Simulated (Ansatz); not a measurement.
This script for an equation of state with a fit of HfN, space group F-43m with Ansatz 0.2.0 through its Python package holds a mistake.

`eos_hfn.py`:
```python
'''Equation of state of HfN.'''

import ansatz as az
import numpy as np
from pymatgen.analysis.eos import EOS

VECTORS = np.array([
    [0.0, 2.45482, 2.45482],
    [2.45482, 0.0, 2.45482],
    [2.45482, 2.45482, 0.0],
])
SITES = [
    ('Hf', [0.0, 0.0, 0.0]),
    ('N', [0.75, 0.75, 0.75]),
]


def on_lattice(cell):
    crystal = az.Crystal(lattice=az.Lattice.of(cell))
    for symbol, position in SITES:
        crystal = crystal.atom(symbol, position)
    return crystal


def main() -> None:
    # uniform scaling of the cell
    volumes, energies, pressures = [], [], []
    for scale in np.linspace(0.9, 1.1, 9):
        cell = VECTORS * scale ** (1 / 3)
        calculation = (
            on_lattice(cell).calculation()
            .functional(az.Functional.PBE)
            .basis(510)
            .occupations('fixed')
            .scf(max_iterations=75)
            .kpoints(8, 8, 8)
            .stress()
        )
        data = calculation.run().report
        volumes.append(abs(np.linalg.det(cell)) / len(SITES))
        energies.append(data['free_energy_ev'] / len(SITES))
        pressures.append(np.trace(data['stress_gpa']) / 3)
        print(f'V = {volumes[-1]:8.4f} A^3/atom  F = {energies[-1]:.5f} eV/atom  P = {pressures[-1]:8.3f} GPa')

    for form in ['pourier_tarantola']:
        fit = EOS(eos_name=form).fit(volumes, energies)
        print(f'{form:18s} V0 {fit.v0:8.4f} A^3/atom  B0 {fit.b0_GPa:7.1f} GPa  B1 {fit.b1:5.2f}')


if __name__ == '__main__':
    main()
```

```console
$ python eos_hfn.py
Traceback (most recent call last):
  File "eos_hfn.py", line 51, in <module>
    main()
    ~~~~^^
  File "eos_hfn.py", line 39, in main
    data = calculation.run().report
           ~~~~~~~~~~~~~~~^^
  ...
ansatz.RefusalError: inconsistent input (scf.occupations.method, magnetization): a σ = 0 step fill (method: fixed, or a smearing width below the step floor) cannot realise an odd electron count (31) without a locked total moment — the per-k integer fill puts the same N_el/2 bands in each spin channel; set magnetization.spin_polarized: true with magnetization.spin_locking.lock_magnetization: hard and an odd magnetization.initial_magnetization (the unpaired electron then fills one channel), or use a smearing method with a finite width, such as fermi_dirac
```
(Library frames cut from the traceback.)

Find the fault and give the corrected script.

The fault: fixed occupations with an odd electron count and no spin, which leaves one band half filled. The cap on steps that the faulty run carried goes too. The change:

`eos_hfn.py`
```python
'''Equation of state of HfN.'''

import ansatz as az
import numpy as np
from pymatgen.analysis.eos import EOS

VECTORS = np.array([
    [0.0, 2.45482, 2.45482],
    [2.45482, 0.0, 2.45482],
    [2.45482, 2.45482, 0.0],
])
SITES = [
    ('Hf', [0.0, 0.0, 0.0]),
    ('N', [0.75, 0.75, 0.75]),
]


def on_lattice(cell):
    crystal = az.Crystal(lattice=az.Lattice.of(cell))
    for symbol, position in SITES:
        crystal = crystal.atom(symbol, position)
    return crystal


def main() -> None:
    # uniform scaling of the cell
    volumes, energies, pressures = [], [], []
    for scale in np.linspace(0.9, 1.1, 9):
        cell = VECTORS * scale ** (1 / 3)
        calculation = (
            on_lattice(cell).calculation()
            .functional(az.Functional.PBE)
            .basis(510)
            .occupations(az.OccupationsMethod.FERMI_DIRAC, width=0.05)
            .kpoints(8, 8, 8)
            .stress()
        )
        data = calculation.run().report
        volumes.append(abs(np.linalg.det(cell)) / len(SITES))
        energies.append(data['free_energy_ev'] / len(SITES))
        pressures.append(np.trace(data['stress_gpa']) / 3)
        print(f'V = {volumes[-1]:8.4f} A^3/atom  F = {energies[-1]:.5f} eV/atom  P = {pressures[-1]:8.3f} GPa')

    for form in ['pourier_tarantola']:
        fit = EOS(eos_name=form).fit(volumes, energies)
        print(f'{form:18s} V0 {fit.v0:8.4f} A^3/atom  B0 {fit.b0_GPa:7.1f} GPa  B1 {fit.b1:5.2f}')


if __name__ == '__main__':
    main()
```

The mended script runs so:

```console
$ python eos_hfn.py
V =  13.3138 A^3/atom  F = -8053.99216 eV/atom  P =   25.757 GPa
V =  13.6836 A^3/atom  F = -8054.04269 eV/atom  P =   18.187 GPa
V =  14.0534 A^3/atom  F = -8054.07681 eV/atom  P =   11.521 GPa
V =  14.4233 A^3/atom  F = -8054.09649 eV/atom  P =    5.658 GPa
V =  14.7931 A^3/atom  F = -8054.10349 eV/atom  P =    0.518 GPa
V =  15.1629 A^3/atom  F = -8054.09939 eV/atom  P =   -3.971 GPa
V =  15.5327 A^3/atom  F = -8054.08559 eV/atom  P =   -7.901 GPa
V =  15.9026 A^3/atom  F = -8054.06326 eV/atom  P =  -11.371 GPa
V =  16.2724 A^3/atom  F = -8054.03339 eV/atom  P =  -14.450 GPa
pourier_tarantola  V0  14.8340 A^3/atom  B0   190.3 GPa  B1  4.27
```

What to keep in mind:
- Absolute energies stand on the zero of these potentials, so only differences at equal settings mean something.
- No spin polarisation was allowed.
- The mesh is modest for a metal, so energies can be off by several to tens of meV an atom and pressures by half a GPa or more; differences at equal mesh fare better.
- Pressure is positive in compression.
- Spin-orbit coupling, which matters for elements this heavy, is left out.
- The structure comes from a database of computed cells and needn't be a stable or known phase.
- Cost: of the order of 11 core-seconds.

(Lines on the test bed's own set-up are left out of the output.)
